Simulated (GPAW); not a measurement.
Input of a GPAW 26.7.0 run:

run.py

```python
from ase.dft.bandgap import bandgap
from ase.io import read, write
from ase.units import GPa
from gpaw import GPAW, PW

atoms = read('BP.xyz')

calc = GPAW(mode=PW(1600),
            xc='LDA',
            kpts={'size': (10, 10, 10), 'gamma': True},
            occupations={'name': 'fermi-dirac', 'width': 0.05},
            setups='hgh',
            nbands=-7,
            convergence={'density': 1e-05, 'energy': 1e-05},
            maxiter=150,
            txt='gpaw.txt')
atoms.calc = calc
energy = atoms.get_potential_energy()
forces = atoms.get_forces()
stress = atoms.get_stress()
calc.write('gs.gpw')
write('result.traj', atoms)
print(f'Energy: {energy:.6f} eV')
print('Forces (eV/A):')
print(forces.round(4))
print('Stress (GPa):', (stress / GPa).round(3))
print('Fermi level:', round(calc.get_fermi_level(), 4), 'eV')
print(f'Gap: {bandgap(calc)[0]:.4f} eV, direct: {bandgap(calc, direct=True)[0]:.4f} eV')

path = atoms.cell.bandpath('GXWKGLUWLK,UX', npoints=60, eps=1e-4)
bs_calc = calc.fixed_density(kpts=path, symmetry='off', nbands=-15,
                             convergence={'bands': 'CBM+6.0', 'eigenstates': 1e-6}, txt='bands.txt')
bs = bs_calc.band_structure()
bs.write('bs.json')
print(f'Gap on the path: {bandgap(bs_calc)[0]:.4f} eV')
```

BP.xyz

```xyz
2
Lattice="0.0000000000 2.2690000000 2.2690000000 2.2690000000 0.0000000000 2.2690000000 2.2690000000 2.2690000000 0.0000000000" Properties=species:S:1:pos:R:3 pbc="T T T"
P      3.4035000000      3.4035000000      3.4035000000
B      0.0000000000      0.0000000000      0.0000000000
```

Potentials or basis: HGH pseudopotentials, pw.

Command:

```console
$ OMP_NUM_THREADS=1 python run.py
```

(1) Estimate the pressure.

(2) What does it give for the band gap on the k mesh?

(3) Predict the band gap along the path.

## Answers

(1) -6.6 GPa.

(2) 1.20 eV, indirect (least direct gap 3.39 eV).

(3) 1.22 eV, indirect (least direct gap 3.39 eV).

Caveat: HGH potentials are hard and often keep d shells in the core, so these values are rough.
